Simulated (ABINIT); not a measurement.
# V (Im-3m) in ABINIT: reference runs

Reference runs on V: the cell as given and a disturbed copy.

Everything below comes from runs of ABINIT 10.8.3 (patched build). Logs are shortened: lines on timing, memory, paths and dates and some standing lists are left out, and cuts for length are marked. The log counts tension as positive stress, the text compression.

## 1. The crystal as given

The structure is cubic, space group Im-3m (No. 229). The conventional cell has a = 3.029 Å, b = 3.029 Å, c = 3.029 Å, α = 90.00°, β = 90.00°, γ = 90.00°. V (site symmetry m-3m) is surrounded by 8 V at 2.62 Å.

## 2. Single point, PBE, collinear spin, ferromagnetic start

Input file run.abi:

```
# Pseudopotentials
pp_dirpath "./"
pseudos "V.GGA_PBE-JTH.xml"

# Structure
structure "poscar:POSCAR"
natom 1

# Plane-wave basis
ecut 408.170794 eV
pawecutdg 30.0

# k points
kptopt 1
ngkpt 12 12 12
nshiftk 1
shiftk 0.0 0.0 0.0

# Exchange and correlation
ixc 11

# Bands and occupations
nband 11
occopt 3
tsmear 0.00183747

# Spin
nsppol 2
spinat
     0.0000000000     0.0000000000     2.0000000000

# SCF cycle
nstep 100
tolvrs 1.0e-9

# Output
iomode 3
prtwf 0
prtden 0
prteig 0
prtebands 0
```

Input file POSCAR:

```
V
1.0
   -1.5143500000      1.5143500000      1.5143500000
    1.5143500000     -1.5143500000      1.5143500000
    1.5143500000      1.5143500000     -1.5143500000
V
1
Direct
    0.0000000000      0.0000000000      0.0000000000  V
```

Potentials or basis: JTH PAW PBE v2.0.

The run is started by

```console
$ abinit run.abi > log 2>&1
```

run.abo:

```text
.Version 10.8.3 of ABINIT
 Symmetries : space group Im -3 m (#229); Bravais cI (body-center cubic)
================================================================================
 Values of the parameters that define the memory need of the present run
     intxc =       0    ionmov =       0      iscf =      17    lmnmax =      18
     lnmax =       6     mgfft =      18  mpssoang =       3    mqgrid =    3001
     natom =       1  nloc_mem =       2    nspden =       2   nspinor =       1
    nsppol =       2      nsym =      48    n1xccc =       1    ntypat =       1
    occopt =       3   xclevel =       2
       mpw =         276          nfft =        5832          nkpt =          72
 PAW method is used; the additional fine FFT grid is defined by:
   mgfftf=        27    nfftf =     19683
================================================================================
================================================================================

--------------------------------------------------------------------------------
------------- Echo of variables that govern the present computation ------------
--------------------------------------------------------------------------------
 -outvars: echo values of preprocessed input variables --------
            acell      1.0000000000E+00  1.0000000000E+00  1.0000000000E+00 Bohr
              amu      5.09415000E+01
             ecut      1.50000000E+01 Hartree
                       outvar_i_n : Printing only first  50 k-points.
              ixc          11
                       outvar_i_n : Printing only first  50 k-points.
         kptrlatt       12    0    0      0   12    0      0    0   12
          kptrlen      5.94794580E+01
            natom           1
            nband          11
            ngfft          18      18      18
          ngfftdg          27      27      27
             nkpt          72
           nspden           2
           nsppol           2
            nstep         100
             nsym          48
           ntypat           1
                       prtocc : prtvol=0, do not print more k-points.
                       1.000000  1.000000  1.000000  1.000000  1.000000  1.000000
                       1.000000  0.000000  0.000000  0.000000  0.000000
                       1.000000  1.000000  1.000000  1.000000  1.000000  1.000000
                       1.000000  0.000000  0.000000  0.000000  0.000000
                       1.000000  1.000000  1.000000  1.000000  1.000000  1.000000
                       1.000000  0.000000  0.000000  0.000000  0.000000
                       1.000000  1.000000  1.000000  1.000000  1.000000  1.000000
                       1.000000  0.000000  0.000000  0.000000  0.000000
                       1.000000  1.000000  1.000000  1.000000  1.000000  1.000000
                       1.000000  0.000000  0.000000  0.000000  0.000000
                       1.000000  1.000000  1.000000  1.000000  1.000000  1.000000
                       1.000000  0.000000  0.000000  0.000000  0.000000
                       1.000000  1.000000  1.000000  1.000000  1.000000  1.000000
                       1.000000  0.000000  0.000000  0.000000  0.000000
                       1.000000  1.000000  1.000000  1.000000  1.000000  1.000000
                       1.000000  0.000000  0.000000  0.000000  0.000000
                       1.000000  1.000000  1.000000  1.000000  1.000000  1.000000
[... 68 lines left out ...]
                       0.000000  0.000000  0.000000  0.000000  0.000000
                       1.000000  1.000000  1.000000  1.000000  1.000000  1.000000
                       0.000000  0.000000  0.000000  0.000000  0.000000
                       1.000000  1.000000  1.000000  1.000000  1.000000  1.000000
                       0.000000  0.000000  0.000000  0.000000  0.000000
                       1.000000  1.000000  1.000000  1.000000  1.000000  1.000000
                       0.000000  0.000000  0.000000  0.000000  0.000000
                       1.000000  1.000000  1.000000  1.000000  1.000000  1.000000
                       0.000000  0.000000  0.000000  0.000000  0.000000
                       1.000000  1.000000  1.000000  1.000000  1.000000  1.000000
                       0.000000  0.000000  0.000000  0.000000  0.000000
                       1.000000  1.000000  1.000000  1.000000  1.000000  1.000000
                       0.000000  0.000000  0.000000  0.000000  0.000000
                       1.000000  1.000000  1.000000  1.000000  1.000000  1.000000
                       0.000000  0.000000  0.000000  0.000000  0.000000
                       prtocc : prtvol=0, do not print more k-points.
           occopt           3
        pawecutdg      3.00000000E+01 Hartree
         pawxcdev           0
           prtden           0
        prtebands           0
           prteig           0
            prtwf           0
            rprim     -2.8617067588E+00  2.8617067588E+00  2.8617067588E+00
                       2.8617067588E+00 -2.8617067588E+00  2.8617067588E+00
                       2.8617067588E+00  2.8617067588E+00 -2.8617067588E+00
          spgroup         229
           spinat      0.0000000000E+00  0.0000000000E+00  2.0000000000E+00
           tolvrs      1.00000000E-09
           tsmear      1.83747000E-03 Hartree
            typat      1
           useylm           1
                       outvars : Printing only first  50 k-points.
            znucl       23.00000

================================================================================

 chkinp: Checking input parameters for consistency.

================================================================================
== DATASET  1 ==================================================================

--- !DatasetInfo
iteration_state: {dtset: 1, }
dimensions: {natom: 1, nkpt: 72, mband: 11, nsppol: 2, nspinor: 1, nspden: 2, mpw: 276, }
cutoff_energies: {ecut:  15.0, pawecutdg:  30.0, }
[... 50 lines left out ...]
 ETOT  5  -72.072684324773    -6.338E-04 8.431E-03 1.855E-02 8.642E-02 7.995E-02
 ETOT  6  -72.072898134011    -2.138E-04 7.136E-04 3.416E-03 1.373E-02 6.622E-02
 ETOT  7  -72.072901409862    -3.276E-06 1.201E-04 2.800E-04 1.156E-02 5.465E-02
 ETOT  8  -72.072905351743    -3.942E-06 2.954E-04 1.058E-04 1.145E-02 4.320E-02
 ETOT  9  -72.072907907268    -2.556E-06 5.378E-05 1.650E-04 1.458E-02 2.862E-02
 ETOT 10  -72.072909095876    -1.189E-06 7.939E-05 2.896E-05 1.531E-02 1.331E-02
 ETOT 11  -72.072909562893    -4.670E-07 5.744E-05 1.677E-06 1.115E-02 2.160E-03
 ETOT 12  -72.072909569038    -6.145E-09 1.115E-04 5.187E-07 3.775E-03 1.615E-03
 ETOT 13  -72.072909577409    -8.370E-09 6.127E-05 1.863E-08 1.793E-03 1.782E-04
 ETOT 14  -72.072909577587    -1.784E-10 1.317E-04 1.482E-10 1.965E-04 1.832E-05

 At SCF step   14       nres2   =  1.48E-10 < tolvrs=  1.00E-09 =>converged.

 Cartesian components of stress tensor (hartree/bohr^3)
  sigma(1 1)=  1.65360457E-04  sigma(3 2)=  0.00000000E+00
  sigma(2 2)=  1.65360457E-04  sigma(3 1)=  0.00000000E+00
  sigma(3 3)=  1.65360457E-04  sigma(2 1)=  0.00000000E+00

--- !ResultsGS
iteration_state: {dtset: 1, }
comment   : Summary of ground state results
lattice_vectors:
- [ -2.8617068,   2.8617068,   2.8617068, ]
- [  2.8617068,  -2.8617068,   2.8617068, ]
- [  2.8617068,   2.8617068,  -2.8617068, ]
lattice_lengths: [   4.95662,    4.95662,    4.95662, ]
lattice_angles: [109.471, 109.471, 109.471, ] # degrees, (23, 13, 12)
lattice_volume:   9.3742251E+01
convergence: {deltae: -1.784E-10, res2:  1.482E-10, residm:  1.317E-04, diffor: null, }
etotal    :  -7.20729096E+01
entropy   :   0.00000000E+00
fermie    :   3.62501298E-01
cartesian_stress_tensor: # hartree/bohr^3
- [  1.65360457E-04,   0.00000000E+00,   0.00000000E+00, ]
- [  0.00000000E+00,   1.65360457E-04,   0.00000000E+00, ]
- [  0.00000000E+00,   0.00000000E+00,   1.65360457E-04, ]
pressure_GPa:  -4.8651E+00
xred      :
- [  0.0000E+00,   0.0000E+00,   0.0000E+00,  V]
cartesian_forces: # hartree/bohr
- [ -0.00000000E+00,  -0.00000000E+00,  -0.00000000E+00, ]
force_length_stats: {min:   0.00000000E+00, max:   0.00000000E+00, mean:   0.00000000E+00, }
...

 Integrated electronic and magnetization densities in atomic spheres:
 ------------------------------------------------------------------------------------------------------------
 Radius=ratsph(iatom), smearing ratsm=  0.0000. Diff(up-dn)=approximate z local magnetic moment.
    Atom    Radius    up_density   dn_density  Total(up+dn)  Diff(up-dn)
    1  V   2.21063     5.606116     5.606134     11.212250    -0.000018
 ------------------------------------------------------------------------------------------------------------
  Sum:                 5.606116     5.606134     11.212250    -0.000018
 Total magnetization (from the atomic spheres):               -0.000018
 Total magnetization (exact up - dn):                         -0.000023

================================================================================

 ----iterations are completed or convergence reached----

 Mean square residual over all n,k,spin=   10.959E-08; max=  13.166E-05
 reduced coordinates (array xred) for    1 atoms
       0.000000000000      0.000000000000      0.000000000000
 rms dE/dt=  0.0000E+00; max dE/dt=  0.0000E+00; dE/dt below (all hartree)
    1       0.000000000000      0.000000000000      0.000000000000

 cartesian coordinates (angstrom) at end:
    1      0.00000000000000     0.00000000000000     0.00000000000000

 cartesian forces (hartree/bohr) at end:
    1     -0.00000000000000    -0.00000000000000    -0.00000000000000
 frms,max,avg= 0.0000000E+00 0.0000000E+00   0.000E+00  0.000E+00  0.000E+00 h/b

 cartesian forces (eV/Angstrom) at end:
    1     -0.00000000000000    -0.00000000000000    -0.00000000000000
 frms,max,avg= 0.0000000E+00 0.0000000E+00   0.000E+00  0.000E+00  0.000E+00 e/A
 length scales=  1.000000000000  1.000000000000  1.000000000000 bohr
              =  0.529177210544  0.529177210544  0.529177210544 angstroms
 Fermi (or HOMO) energy (hartree) =   0.36250   Average Vxc (hartree)=  -0.44524
 Magnetization (Bohr magneton)=  2.28794266E-05
 Total spin up =  6.49998856E+00   Total spin down =  6.50001144E+00
 Eigenvalues (hartree) for nkpt=  72  k points, SPIN UP:
 kpt#   1, nband= 11, wtk=  0.00058, kpt=  0.0000  0.0000  0.0000 (reduced coord)
  -1.98025   -1.00060   -1.00060   -1.00060    0.12266    0.37769    0.37769    0.37769
   0.44868    0.44868    1.10929
      occupation numbers for kpt#   1
   1.00000    1.00000    1.00000    1.00000    1.00000    0.00026    0.00026    0.00026
   0.00000    0.00000    0.00000
 prteigrs : prtvol=0 or 1, do not print more k-points.

 Eigenvalues (hartree) for nkpt=  72  k points, SPIN DOWN:
 kpt#   1, nband= 11, wtk=  0.00058, kpt=  0.0000  0.0000  0.0000 (reduced coord)
  -1.98025   -1.00060   -1.00060   -1.00060    0.12266    0.37768    0.37768    0.37768
   0.44868    0.44868    1.10929
      occupation numbers for kpt#   1
   1.00000    1.00000    1.00000    1.00000    1.00000    0.00026    0.00026    0.00026
   0.00000    0.00000    0.00000
 prteigrs : prtvol=0 or 1, do not print more k-points.

--- !EnergyTerms
iteration_state     : {dtset: 1, }
comment             : Components of total free energy in Hartree
kinetic             :  9.86922718412410E+00
hartree             :  1.39699499190865E+01
xc                  : -3.82120585945120E+00
Ewald energy        : -5.37293392380667E+01
psp_core            :  3.08417191282827E+00
local_psp           : -4.40349713888927E+01
PAW spherical_terms :  2.58992462419514E+00
internal            : -7.20722428461766E+01
'-kT*entropy'       : -6.60446765538794E-04
total_energy        : -7.20729032929422E+01
total_energy_eV     : -1.96120360937349E+03
...

--- !EnergyTermsDC
iteration_state     : {dtset: 1, }
comment             : '"Double-counting" decomposition of free energy'
band_energy         : -8.50170799692956E+00
Ewald energy        : -5.37293392380667E+01
psp_core            :  3.08417191282827E+00
xc_dc               : -1.29932543465692E+01
PAW spherical_terms :  6.78805379156051E-02
internal            : -7.20722491308216E+01
'-kT*entropy'       : -6.60446765538794E-04
total_energy_dc     : -7.20729095775872E+01
total_energy_dc_eV  : -1.96120378038739E+03
...

--- !EnergyTermsWithPAWCore
iteration_state     : {dtset: 1, }
comment             : 'Components of total free energy, including PAW core contributions'
Total energy        : -9.49312623207051E+02
Total energy DC     : -9.49312629491696E+02
Total energy (eV)   : -2.58321124582725E+04
Total energy DC (eV): -2.58321126292864E+04
...

 Cartesian components of stress tensor (hartree/bohr^3)
  sigma(1 1)=  1.65360457E-04  sigma(3 2)=  0.00000000E+00
  sigma(2 2)=  1.65360457E-04  sigma(3 1)=  0.00000000E+00
  sigma(3 3)=  1.65360457E-04  sigma(2 1)=  0.00000000E+00

-Cartesian components of stress tensor (GPa)         [Pressure= -4.8651E+00 GPa]
- sigma(1 1)=  4.86507261E+00  sigma(3 2)=  0.00000000E+00
- sigma(2 2)=  4.86507261E+00  sigma(3 1)=  0.00000000E+00
- sigma(3 3)=  4.86507261E+00  sigma(2 1)=  0.00000000E+00

== END DATASET(S) ==============================================================
================================================================================

 -outvars: echo values of variables after computation  --------
            acell      1.0000000000E+00  1.0000000000E+00  1.0000000000E+00 Bohr
           etotal     -7.2072909578E+01
            fcart     -0.0000000000E+00 -0.0000000000E+00 -0.0000000000E+00
            rprim     -2.8617067588E+00  2.8617067588E+00  2.8617067588E+00
                       2.8617067588E+00 -2.8617067588E+00  2.8617067588E+00
                       2.8617067588E+00  2.8617067588E+00 -2.8617067588E+00
           strten      1.6536045701E-04  1.6536045701E-04  1.6536045701E-04
                       0.0000000000E+00  0.0000000000E+00  0.0000000000E+00
 Calculation completed.
```

Wall time 16 s (1 thread of Arm Neoverse V1, shared host); peak memory 0.11 GiB.

What came out:

- Free energy: -1961.2038 eV
- Pressure: -4.9 GPa
- Band gap on the k mesh: none (metal or under the smearing width)
- Net moment: 0.00 μB per cell
- Valence electrons inside the program's atomic spheres: V 11.21 (radii [1.1698] Å)

Levels at points of the mesh, in eV from the Fermi level:
Spin up:
```csv
k point,band 2,band 3,band 4,band 5,band 6,band 7,band 8,band 9,band 10,band 11
"(0.00, 0.00, 0.00)",-37.09,-37.09,-37.09,-6.53,0.41,0.41,0.41,2.35,2.35,20.32
"(0.50, 0.00, 0.00)",-37.91,-37.35,-37.10,-3.06,-1.06,1.54,2.34,2.69,3.96,9.79
"(0.50, 0.50, 0.50)",-37.65,-37.65,-37.65,-2.84,-2.84,3.59,3.59,3.59,9.92,9.92
```
Spin down:
| k point | band 2 | band 3 | band 4 | band 5 | band 6 | band 7 | band 8 | band 9 | band 10 | band 11 |
| --- | --- | --- | --- | --- | --- | --- | --- | --- | --- | --- |
| (0.00, 0.00, 0.00) | -37.09 | -37.09 | -37.09 | -6.53 | 0.41 | 0.41 | 0.41 | 2.35 | 2.35 | 20.32 |
| (0.50, 0.00, 0.00) | -37.91 | -37.35 | -37.10 | -3.06 | -1.06 | 1.54 | 2.34 | 2.69 | 3.96 | 9.79 |
| (0.50, 0.50, 0.50) | -37.65 | -37.65 | -37.65 | -2.84 | -2.84 | 3.59 | 3.59 | 3.59 | 9.92 | 9.92 |

(Continued in part 2 of 2.)
